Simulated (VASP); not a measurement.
Here is a VASP 6.6.1 calculation.

Contents of INCAR:

```
SYSTEM = Ca
ALGO = Normal
EDIFF = 1E-6
EDIFFG = -0.03
ENCUT = 600
GGA = PS
IBRION = 2
ISIF = 3
ISMEAR = -1
LASPH = .True.
LCHARG = .False.
LREAL = .False.
LWAVE = .False.
NELM = 100
NSW = 80
PREC = Accurate
PSTRESS = 300.0
SIGMA = 0.05
```

KPOINTS

```
k-points
0
Gamma
  6 6 6
  0 0 0
```

Contents of POSCAR:

```
Ca
1.0
    0.0000000000      3.8400000000      3.8400000000
    3.8400000000      0.0000000000      3.8400000000
    3.8400000000      3.8400000000      0.0000000000
Ca
2
Direct
    0.0000000000      0.0000000000      0.0000000000
    0.2500000000      0.2500000000      0.2500000000
```

Potentials or basis: VASP PAW PBE potentials, release 64 (Ca_sv).

Launch:

```bash
$ cat potpaw_PBE.64/Ca_sv/POTCAR > POTCAR
$ mpirun -np 1 vasp_std > vasp.out
```

**Question.** Estimate the relaxed cell.

**Answer.** a = 3.737 Å, b = 3.737 Å, c = 3.737 Å, α = 60.00°, β = 60.00°, γ = 60.00°.

**Question.** What does it give for the band gap on the k mesh?

**Answer.** None (metal or under the smearing width).

Final structure:
```
CELL_PARAMETERS angstrom
0.00000 2.64278 2.64278
2.64278 0.00000 2.64278
2.64278 2.64278 0.00000
ATOMIC_POSITIONS crystal
Ca 0.00000 0.00000 0.00000
Ca 0.25000 0.25000 0.25000
```
